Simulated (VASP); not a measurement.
# TiO2 (Anatase): Born charges and dielectric tensor with PBE

Crystal: TiO2 (Anatase).

```
Ti O
1.0
    -1.89210    1.89210    4.75730
     1.89210   -1.89210    4.75730
     1.89210    1.89210   -4.75730
Ti O
2 4
Direct
  0.75000 0.25000 0.50000
  0.00000 0.00000 0.00000
  0.79190 0.79190 0.00000
  0.54190 0.04190 0.50000
  0.95810 0.45810 0.50000
  0.20810 0.20810 0.00000
```

```json
{"Program": "VASP 6.6.1", "Task": "Born charges and dielectric tensor", "Functional": "PBE", "Potentials or basis": "VASP PAW PBE potentials, release 64 (Ti_sv, O)", "Cutoff": "520 eV", "k mesh": "10 × 10 × 10", "Occupations": "gaussian, width 0.02 eV", "Spin": "no spin polarisation", "Ladder": "gaps", "Further INCAR settings": "ALGO = Normal; EDIFF = 1e-08"}
```

```
Band gap on the k mesh                  : 2.11 eV, indirect (least direct gap 2.44 eV)
Electronic dielectric tensor (diagonal) : 6.84, 6.84, 6.29
Born charges (mean of the diagonal)     : Ti +6.31; O -3.16 e
```

Levels at points of the mesh, in eV from the valence-band top:
```
           k point  band 21  band 22  band 23  band 24  band 25  band 26  band 27  band 28
(0.00, 0.00, 0.00)    -0.75    -0.75    -0.46    -0.46     2.11     2.85     3.99     3.99
(0.50, 0.00, 0.00)    -1.96    -0.94    -0.83    -0.63     3.24     3.55     3.56     3.66
(0.50, 0.50, 0.00)    -2.05    -2.05    -0.03    -0.03     3.35     3.35     3.82     3.82
(0.50, 0.50, 0.50)    -1.25    -1.25    -0.11    -0.11     2.47     2.47     3.77     3.77
```

Electronic dielectric tensor:
```
6.84 0.00 0.00
0.00 6.84 0.00
0.00 0.00 6.29
```

Born effective charge tensors (e):
atom 1, Ti
```
6.58 0.00 0.00
0.00 6.58 0.00
0.00 0.00 5.78
```
atom 2, Ti
```
6.58 0.00 0.00
0.00 6.58 0.00
0.00 0.00 5.78
```
atom 3, O
```
-5.45  0.00  0.00
 0.00 -1.13  0.00
 0.00  0.00 -2.89
```
atom 4, O
```
-1.13  0.00  0.00
 0.00 -5.45  0.00
 0.00  0.00 -2.89
```
atom 5, O
```
-5.45  0.00  0.00
 0.00 -1.13  0.00
 0.00  0.00 -2.89
```
atom 6, O
```
-1.13  0.00  0.00
 0.00 -5.45  0.00
 0.00  0.00 -2.89
```

It took 20 min on 4 MPI ranks on Intel(R) Xeon(R) 6975P-C (Granite Rapids), on a shared host, peak memory 0.89 GiB a rank.

A k mesh can miss the band edges.
